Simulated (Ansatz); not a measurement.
Space group Fmmm (No. 69). a = 4.557 Å, b = 4.566 Å, c = 7.884 Å, α = 90.00°, β = 90.00°, γ = 90.00°
```
atom site symmetry x y z
   I    4a mmm  0.0000  0.0000  0.0000
```

Equation of state of this I structure (not necessarily the ground state), with shape and atoms relaxed at each volume where symmetry leaves them free. It has no gap at any of these volumes. Computed with Ansatz, DFT r2SCAN, scalar-relativistic, plane waves, PAW.

Cutoff 500 eV; k points 14×14×14 on the computed 1-atom cell (Γ-centred); Gaussian smearing, width 0.10 eV; no spin polarisation.

```csv
V (Å³/atom),E − E(largest V) (meV/atom),P (GPa)
38.557,1.45,0.79
39.788,-2.77,0.33
41.018,-3.89,-0.01
42.249,-2.74,-0.27
43.479,0.00,-0.43
```

Question: Fit a third-order Birch–Murnaghan equation to E(V).

Answer: V0 = 40.94 Å³/atom, B0 = 10 GPa, B0' = 10.0. B0' is unusual or poorly fixed by this range.

Spin-orbit coupling is left out, which matters for the bands of heavy elements. The cell holds layers, and where no dispersion correction was added their binding is poorly described. Spin polarisation was left out, and a magnetic state may lie lower.

This form isn't the element's structure at ambient conditions.